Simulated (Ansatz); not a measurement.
Ta in Ansatz: the effect of functional

Ta:

```
Ta
1.0
    -1.68367    1.68367    1.68367
     1.68367   -1.68367    1.68367
     1.68367    1.68367   -1.68367
Ta
1
Direct
  0.00000 0.00000 0.00000
```

The cell isn't the ideal one: volume scaled by 1.06.

Alike in all runs:

```yaml
Program: Ansatz 0.2.0
Task: single point
Potentials_or_basis: Ansatz PAW
k_mesh: 11 × 11 × 11
Occupations: fermi-dirac, width 0.05 eV
Spin: no spin polarisation
```

```tsv
functional	cutoff	pressure (GPa)
LDA	420 eV (not typed: the program's choice for these potentials)	-18.9
r2SCAN	500 eV (not typed: the program's choice for these potentials)	-10.5
PBE	420 eV (not typed: the program's choice for these potentials)	?
```

Question: What does the run with functional PBE give?

Answer: Pressure -8.0 GPa.

Caveats: the PAW data sets come from PBE, with cores solved anew for the run's functional, which leaves a small shift of forces and pressure (some runs).
